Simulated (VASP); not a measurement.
# SnTe (Fm-3m) in VASP: settings compared, part 2 of 2

VASP 6.6.1. The steps go on from the part before.

### 4 Relaxation of cell and atoms, BLYP+D4

This run uses another cell than the first one, of 31.28 Å³/atom, 0.960 times its volume.

The input, INCAR:

```
SYSTEM = SnTe
PREC = Accurate
ENCUT = 600
EDIFF = 1E-6
ISMEAR = -1
SIGMA = 0.05
LREAL = .False.
LASPH = .True.
NELM = 100
ALGO = Normal
ISIF = 3
LWAVE = .False.
LCHARG = .False.
GGA = B5
ALDAX = 1.0
AGGAX = 1.0
AGGAC = 1.0
ALDAC = 0.0
IVDW = 13
VDW_S6 = 1.0
VDW_S8 = 2.34076671
VDW_A1 = 0.44488865
VDW_A2 = 4.0933009
IBRION = 2
NSW = 80
EDIFFG = -0.005
```

The input, KPOINTS:

```
regular mesh
0
Gamma
  7 7 7
  0 0 0
```

The input, POSCAR:

```
SnTe
1.0
    0.0000000000      3.1508500000      3.1508500000
    3.1508500000      0.0000000000      3.1508500000
    3.1508500000      3.1508500000      0.0000000000
Te Sn
1 1
Direct
    0.5000000000      0.5000000000      0.5000000000
    0.0000000000      0.0000000000      0.0000000000
```

Potentials or basis: VASP PAW PBE potentials, release 64 (Te, Sn_d).

The run is started by

```sh
$ cat potpaw_PBE.64/Te/POTCAR potpaw_PBE.64/Sn_d/POTCAR > POTCAR
$ mpirun -np 1 vasp_std > vasp.out
```

OUTCAR:

```text
SYSTEM = SnTe
   PREC = Accurate
   ENCUT = 600
   EDIFF = 1E-6
   ISMEAR = -1
   LREAL = .False.
   LASPH = .True.
   NELM = 100
   ISIF = 3
   GGA = B5
   IVDW = 13
   IBRION = 2
   NSW = 80
   EDIFFG = -0.005

 ion  position               nearest neighbor table
   1  0.500  0.500  0.500-   2 3.15   2 3.15   2 3.15   2 3.15   2 3.15   2 3.15
   2  0.000  0.000  0.000-   1 3.15   1 3.15   1 3.15   1 3.15   1 3.15   1 3.15

  LATTYP: Found a face centered cubic cell.
 ALAT       =     6.3017000000

  Lattice vectors:

 A1 = (   0.0000000000,   3.1508500000,   3.1508500000)
 A2 = (   3.1508500000,   0.0000000000,   3.1508500000)
 A3 = (   3.1508500000,   3.1508500000,   0.0000000000)

Analysis of symmetry for initial positions (statically):
[... 33 lines left out ...]
                                     Primitive cell

  volume of cell :      62.5624

  direct lattice vectors                    reciprocal lattice vectors
     0.000000000  3.150850000  3.150850000    -0.158687338  0.158687338  0.158687338
     3.150850000  0.000000000  3.150850000     0.158687338 -0.158687338  0.158687338
     3.150850000  3.150850000  0.000000000     0.158687338  0.158687338 -0.158687338

  length of vectors
     4.455974803  4.455974803  4.455974803     0.274854533  0.274854533  0.274854533

  position of ions in fractional coordinates (direct lattice)
     0.500000000  0.500000000  0.500000000
     0.000000000  0.000000000  0.000000000

  ion indices of the primitive-cell ions
   primitive index   ion index
                 1           1
                 2           2

----------------------------------------------------------------------------------------

 KPOINTS: regular mesh

Automatic generation of k-mesh.
 Grid dimensions read from file:
 generate k-points for:    7    7    7

 Generating k-lattice:

  Cartesian coordinates                     Fractional coordinates (reciprocal lattice)
[... 50 lines left out ...]
   LNONCOLLINEAR =      F non collinear calculations
   LSORBIT =      F    spin-orbit coupling
   LASPH  =      T    aspherical Exc in radial PAW
   ENCUT  =  600.0 eV  44.10 Ry    6.64 a.u.   8.90  8.90  8.90*2*pi/ulx,y,z
   NELM   =    100;   NELMIN=  2; NELMDL= -5     # of ELM steps
   EDIFF  = 0.1E-05   stopping-criterion for ELM
   LREAL  =      F    real-space projection
   EDIFFG = -.5E-02   stopping-criterion for IOM
   NSW    =     80    number of steps for IOM
   IBRION =      2    ionic relax: 0-MD 1-quasi-New 2-CG
   NFREE  =      1    steps in history (QN), initial steepest desc. (CG)
   ISIF   =      3    stress and relaxation
   ISYM   =      2    0-nonsym 1-usesym 2-fastsym
   POTIM  = 0.5000    time-step for ionic-motion
   TEBEG  =    0.0;   TEEND  =   0.0 temperature during run
   PSTRESS=    0.0 pullay stress
   NELECT =      20.0000    total number of electrons
   NUPDOWN=      -1.0000    fix difference up-down
   EMIN   =  10.00;   EMAX   =-10.00  energy-range for DOS
   EFERMI =   0.00;   METHOD = LEGACY
   ISMEAR =    -1;   SIGMA  =   0.05  broadening in eV -4-tet -1-fermi 0-gaus
   EFERMI_NEDOS =   21; number of points for ismear=-14 and -15
   IALGO  =     38    algorithm
   IMIX   =      4    mixing-type and parameters
     AMIX     =   0.40;   BMIX     =  1.00
     AMIX_MAG =   1.60;   BMIX_MAG =  1.00
  volume/ion in A,a.u.               =      31.28       211.10
  Fermi-wavevector in a.u.,A,eV,Ry     =   1.119387  2.115336 17.048485  1.253028
  Thomas-Fermi vector in A             =   2.256026
   LORBIT       =      0    0 simple, 1 ext, 2 COOP (PROOUT), +10 PAW based schemes
   GGA     = B5    functional components
   LHFCALC =     F    Hartree Fock is set to
   AEXX    =    0.0000 exact exchange contribution
   IVDW    =    13    specifies the selected vdW correction
   LEPSILON=     F    determine dielectric tensor
   LRPA    =     F    only Hartree local field effects (RPA)
 conjugate gradient relaxation of ions
 non-spin polarized calculation
  energy-cutoff  :      600.00
  volume of cell :       62.56
 maximum number of plane-waves:      2106
   NGX = 17   NGY = 17   NGZ = 17

--------------------------------------- Ionic step        1  -------------------------------------------

 number of electron      19.9999998 magnetization

 Free energy of the ion-electron system (eV)
  ---------------------------------------------------
  ext. energy  EPLUGINS =         0.00000000
  ---------------------------------------------------
  free energy    TOTEN  =        -6.16884000 eV

  energy without entropy =       -6.16876636  energy(sigma->0) =       -6.16880318

------------------------ aborting loop because EDIFF is reached ----------------------------------------

  DFT-D4 for vdW energy calculation

  Edisp (eV):   -1.65753
[... 151 lines left out ...]
--------------------------------------- Ionic step        5  -------------------------------------------

 number of electron      20.0000004 magnetization

 Free energy of the ion-electron system (eV)
  ---------------------------------------------------
  ext. energy  EPLUGINS =         0.00000000
  ---------------------------------------------------
  free energy    TOTEN  =        -6.25645495 eV

  energy without entropy =       -6.25640935  energy(sigma->0) =       -6.25643215

 E-fermi :   6.9380     XC(G=0):  -8.6761

 val. band max:        6.5969443752   @ k =   0.4286   0.0000   0.0000
 cond. band min:       7.2998964297   @ k =   0.4286   0.0000   0.0000
 fundamental gap:      0.7029520545
 Fermi energy:         6.9380030820

 k-point     1 :       0.0000    0.0000    0.0000
  band No.  band energies     occupation
      1     -15.0249      2.00000
      2     -15.0249      2.00000
      3     -15.0168      2.00000
      4     -15.0168      2.00000
      5     -15.0168      2.00000
      6      -5.6193      2.00000
      7       1.8787      2.00000
      8       4.8244      2.00000
      9       4.8244      2.00000
     10       4.8244      2.00000
     11      10.0446      0.00000
     12      10.0446      0.00000
     13      10.0446      0.00000
     14      11.9274      0.00000
[... 354 lines left out ...]
  FREE ENERGIE OF THE ION-ELECTRON SYSTEM (eV)
  ---------------------------------------------------
  free  energy   TOTEN  =        -7.8424090795 eV

  energy  without entropy=       -7.8423634703  energy(sigma->0) =       -7.84238627

 reached required accuracy - stopping structural energy minimisation
```

OSZICAR:

```text
N       E                     dE             d eps       ncg     rms          rms(c)
DAV:   1     0.132115807317E+03    0.13212E+03   -0.10584E+04   560   0.184E+03
DAV:   2     0.508917013786E+01   -0.12703E+03   -0.12389E+03   596   0.390E+02
DAV:   3    -0.594237940301E+01   -0.11032E+02   -0.10809E+02   740   0.101E+02
[... 31 lines left out ...]
DAV:   3    -0.625643813474E+01    0.25074E-04   -0.81225E-05   702   0.139E-01    0.581E-03
DAV:   4    -0.625643824032E+01   -0.10557E-06   -0.20977E-06   422   0.164E-02
   4 F= -.78424086E+01 E0= -.78423858E+01  d E =-.160393E-01
       N       E                     dE             d eps       ncg     rms          rms(c)
DAV:   1    -0.625645490732E+01   -0.16773E-04   -0.57353E-07   280   0.113E-02    0.117E-03
DAV:   2    -0.625645495465E+01   -0.47337E-07   -0.15459E-07   280   0.654E-03
   5 F= -.78424091E+01 E0= -.78423863E+01  d E =-.525406E-06
```

It took 98 s on 1 thread of Intel Xeon 6975P-C, shared host; peak memory 0.23 GiB.

Results:

```
Free energy                            : -7.8424 eV
Relaxed volume                         : 32.68 Å³/atom
Relaxed cell                           : a = 4.522 Å, b = 4.522 Å, c = 4.522 Å, α = 60.00°, β = 60.00°, γ = 60.00°
Space group after relaxing (to 0.05 Å) : Fm-3m (No. 225)
Energy gained by relaxing              : 8.0 meV/atom
Ionic steps                            : 5
Pressure after relaxing                : 0.0 GPa
Dispersion energy per atom             : -0.793 eV
```

Step by step:
| step | energy change (eV) | largest force (eV/Å) | pressure (GPa) | volume (Å³) |
| --- | --- | --- | --- | --- |
| 1 | 0.0000 | 0.0000 | 1.92 | 62.56 |
| 2 | -0.0154 | 0.0000 | -0.30 | 66.02 |
| 3 | -0.0160 | 0.0000 | -0.04 | 65.42 |
| 4 | -0.0160 | 0.0000 | 0.03 | 65.36 |
| 5 | -0.0160 | 0.0000 | 0.00 | 65.36 |

Final structure:
```
Te Sn
1.0
     0.00000    3.19718    3.19718
     3.19718    0.00000    3.19718
     3.19718    3.19718    0.00000
Te Sn
1 1
Direct
  0.50000 0.50000 0.50000
  0.00000 0.00000 0.00000
```

Caveat: this odd mesh misses L, where the gap lies, so gap, dielectric constants and Born charges aren't listed; the PAW data sets were made with another functional, which shifts forces and pressure a little; spin-orbit coupling is left out, which moves the levels of the heavy elements.

### 5 Single point, PBE

This run uses another cell than the first one, of 31.28 Å³/atom, 0.960 times its volume.

The input, INCAR:

```
ALGO = Normal
EDIFF = 1E-7
ENCUT = 520
GGA = PE
ISIF = 2
ISMEAR = -1
LASPH = T
LCHARG = F
LREAL = F
LWAVE = F
NBANDS = 17
NELM = 80
PREC = Accurate
SIGMA = 0.05
```

The input, KPOINTS:

```
k-points
0
Gamma
  6 6 6
```

POSCAR is that of step 4.

Potentials or basis: VASP PAW PBE potentials, release 64 (Te, Sn_d).

The run is started by

```sh
$ cat potpaw_PBE.64/Te/POTCAR potpaw_PBE.64/Sn_d/POTCAR > POTCAR
$ mpirun -np 1 vasp_std > vasp.out
```

OUTCAR:

```text
EDIFF = 1E-7
   ENCUT = 520
   GGA = PE
   ISIF = 2
   ISMEAR = -1
   LASPH = T
   LREAL = F
   NELM = 80
   PREC = Accurate

 ion  position               nearest neighbor table
   1  0.500  0.500  0.500-   2 3.15   2 3.15   2 3.15   2 3.15   2 3.15   2 3.15
   2  0.000  0.000  0.000-   1 3.15   1 3.15   1 3.15   1 3.15   1 3.15   1 3.15

  LATTYP: Found a face centered cubic cell.
 ALAT       =     6.3017000000

  Lattice vectors:

 A1 = (   0.0000000000,   3.1508500000,   3.1508500000)
 A2 = (   3.1508500000,   0.0000000000,   3.1508500000)
 A3 = (   3.1508500000,   3.1508500000,   0.0000000000)

Analysis of symmetry for initial positions (statically):
[... 33 lines left out ...]
                                     Primitive cell

  volume of cell :      62.5624

  direct lattice vectors                    reciprocal lattice vectors
     0.000000000  3.150850000  3.150850000    -0.158687338  0.158687338  0.158687338
     3.150850000  0.000000000  3.150850000     0.158687338 -0.158687338  0.158687338
     3.150850000  3.150850000  0.000000000     0.158687338  0.158687338 -0.158687338

  length of vectors
     4.455974803  4.455974803  4.455974803     0.274854533  0.274854533  0.274854533

  position of ions in fractional coordinates (direct lattice)
     0.500000000  0.500000000  0.500000000
     0.000000000  0.000000000  0.000000000

  ion indices of the primitive-cell ions
   primitive index   ion index
                 1           1
                 2           2

----------------------------------------------------------------------------------------

 KPOINTS: k-points

Automatic generation of k-mesh.
 Grid dimensions read from file:
 generate k-points for:    6    6    6

[... 64 lines left out ...]
   PSTRESS=    0.0 pullay stress
   NELECT =      20.0000    total number of electrons
   NUPDOWN=      -1.0000    fix difference up-down
   EMIN   =  10.00;   EMAX   =-10.00  energy-range for DOS
   EFERMI =   0.00;   METHOD = LEGACY
   ISMEAR =    -1;   SIGMA  =   0.05  broadening in eV -4-tet -1-fermi 0-gaus
   EFERMI_NEDOS =   21; number of points for ismear=-14 and -15
   IALGO  =     38    algorithm
   IMIX   =      4    mixing-type and parameters
     AMIX     =   0.40;   BMIX     =  1.00
     AMIX_MAG =   1.60;   BMIX_MAG =  1.00
  volume/ion in A,a.u.               =      31.28       211.10
  Fermi-wavevector in a.u.,A,eV,Ry     =   1.119387  2.115336 17.048485  1.253028
  Thomas-Fermi vector in A             =   2.256026
   LORBIT       =      0    0 simple, 1 ext, 2 COOP (PROOUT), +10 PAW based schemes
   GGA     = PE    functional components
   LHFCALC =     F    Hartree Fock is set to
   AEXX    =    0.0000 exact exchange contribution
   IVDW    =     0    specifies the selected vdW correction
   LEPSILON=     F    determine dielectric tensor
   LRPA    =     F    only Hartree local field effects (RPA)
 non-spin polarized calculation
  energy-cutoff  :      520.00
  volume of cell :       62.56
 maximum number of plane-waves:      1700
 NGX is ok and might be reduce to    36
   NGX = 17   NGY = 17   NGZ = 17

 number of electron      19.9999998 magnetization

 Free energy of the ion-electron system (eV)
  ---------------------------------------------------
  ext. energy  EPLUGINS =         0.00000000
  ---------------------------------------------------
  free energy    TOTEN  =        -7.54356621 eV

  energy without entropy =       -7.54132130  energy(sigma->0) =       -7.54244376

 E-fermi :   7.0131     XC(G=0):  -9.4984

 val. band max:        6.9651695450   @ k =   0.5000   0.0000   0.0000
 cond. band min:       7.0620608917   @ k =   0.5000   0.0000   0.0000
 fundamental gap:      0.0968913467
 Fermi energy:         7.0131291209

 k-point     1 :       0.0000    0.0000    0.0000
  band No.  band energies     occupation
      1     -14.9599      2.00000
      2     -14.9599      2.00000
      3     -14.9537      2.00000
      4     -14.9537      2.00000
      5     -14.9537      2.00000
      6      -5.8491      2.00000
[... 297 lines left out ...]
      4     -14.9467      2.00000
      5     -14.9429      2.00000
      6      -4.1989      2.00000
[... 9 lines left out ...]
     16      17.0418      0.00000
     17      18.1940      0.00000

------------------------ aborting loop because EDIFF is reached ----------------------------------------

  FORCE on cell =-STRESS in cart. coord.  units (eV):
  Direction    XX          YY          ZZ          XY          YZ          ZX
  --------------------------------------------------------------------------------------
  -------------------------------------------------------------------------------------
  Total        0.8870949      0.8870949      0.8870949     -0.0000000      0.0000000      0.0000000
  in kB       22.7178642     22.7178642     22.7178642     -0.0000000      0.0000000      0.0000000
  external PRESSURE =      22.7178642 kB  Pullay stress =       0.0000000 kB

 VOLUME and BASIS-vectors are now :
 -----------------------------------------------------------------------------
  energy-cutoff  :      520.00
  volume of cell :       62.56
      direct lattice vectors                 reciprocal lattice vectors
     0.000000000  3.150850000  3.150850000    -0.158687338  0.158687338  0.158687338
     3.150850000  0.000000000  3.150850000     0.158687338 -0.158687338  0.158687338
     3.150850000  3.150850000  0.000000000     0.158687338  0.158687338 -0.158687338

 POSITION                                       TOTAL-FORCE (eV/Angst)
 -----------------------------------------------------------------------------------
      3.15085      3.15085      3.15085         0.000000      0.000000      0.000000
      0.00000      0.00000      0.00000        -0.000000     -0.000000     -0.000000
 -----------------------------------------------------------------------------------
    total drift:                               -0.000000      0.000000      0.000000

  FREE ENERGIE OF THE ION-ELECTRON SYSTEM (eV)
  ---------------------------------------------------
  free  energy   TOTEN  =        -7.5435662060 eV

  energy  without entropy=       -7.5413213045  energy(sigma->0) =       -7.54244376
```

OSZICAR:

```text
N       E                     dE             d eps       ncg     rms          rms(c)
DAV:   1     0.127741724925E+03    0.12774E+03   -0.94124E+03   545   0.137E+03
DAV:   2     0.458328554804E+01   -0.12316E+03   -0.12007E+03   561   0.336E+02
DAV:   3    -0.721357231975E+01   -0.11797E+02   -0.11652E+02   660   0.908E+01
DAV:   4    -0.758019915121E+01   -0.36663E+00   -0.36625E+00   641   0.164E+01
DAV:   5    -0.759473619309E+01   -0.14537E-01   -0.14537E-01   826   0.328E+00    0.502E+00
DAV:   6    -0.754236184703E+01    0.52374E-01   -0.11726E-01   715   0.234E+00    0.319E+00
DAV:   7    -0.754350519578E+01   -0.11433E-02   -0.52748E-02   646   0.113E+00    0.768E-01
DAV:   8    -0.754343465013E+01    0.70546E-04   -0.75671E-03   678   0.697E-01    0.197E-01
DAV:   9    -0.754358879449E+01   -0.15414E-03   -0.63462E-04   728   0.250E-01    0.433E-02
DAV:  10    -0.754356395025E+01    0.24844E-04   -0.11953E-04   745   0.997E-02    0.187E-02
DAV:  11    -0.754356669671E+01   -0.27465E-05   -0.36276E-05   670   0.506E-02    0.234E-02
DAV:  12    -0.754356657030E+01    0.12640E-06   -0.25092E-06   721   0.141E-02    0.107E-02
DAV:  13    -0.754356584250E+01    0.72780E-06   -0.12166E-06   636   0.948E-03    0.126E-02
DAV:  14    -0.754356610666E+01   -0.26416E-06   -0.37609E-07   608   0.381E-03    0.152E-03
DAV:  15    -0.754356620603E+01   -0.99369E-07   -0.29451E-08   337   0.848E-04
   1 F= -.75435662E+01 E0= -.75424438E+01  d E =-.224490E-02
```

It took 28 s on 1 thread of Intel Xeon 8259CL, shared host; peak memory 0.2 GiB.

Results:

* Free energy: -7.5436 eV
* Pressure: 2.3 GPa
* Band gap on the k mesh: 0.10 eV, direct

Caveat: spin-orbit coupling is left out, which moves the levels of the heavy elements.

### 6 The runs side by side

```csv
task,level,cell,k mesh,cutoff (eV),pressure (GPa),relaxed volume (Å³/atom)
single point,BLYP+D4,"a = 4.517 Å, angles 60.0°, 2 atoms",7 × 7 × 7,520,0.1,-
relaxation of cell and atoms,BLYP+D3(BJ),"relaxed from a = 4.456 Å, angles 60.0°, 2 atoms",7 × 7 × 7,600,0.0,32.07
relaxation of cell and atoms,BLYP+D4,"relaxed from a = 4.456 Å, angles 60.0°, 2 atoms",7 × 7 × 7,600,0.0,32.68
single point,PBE,"a = 4.456 Å, angles 60.0°, 2 atoms",6 × 6 × 6,520,2.3,-
```

Alike in all rows: potentials or basis VASP PAW PBE potentials, release 64 (Te, Sn_d); no spin polarisation; smearing fermi-dirac 0.05 eV.

Caveats: spin-orbit coupling is left out, which moves the levels of the heavy elements; the PAW data sets were made with another functional, which shifts forces and pressure a little (some runs).

Absolute energies hang on the potentials; compare differences alone.

### 7 Comparison with measurements

Step 5. A measured gap of SnTe is 0.18 eV (direct; 300 K; a printed reference work, textbook); the calculated 0.10 eV misses it by -0.08 eV. Spin-orbit coupling on Sn, Te is left out. The value is that of PBE on a finite k mesh, which can miss the band edges, without temperature or zero-point motion. Semilocal functionals fall short of measured gaps as a rule.
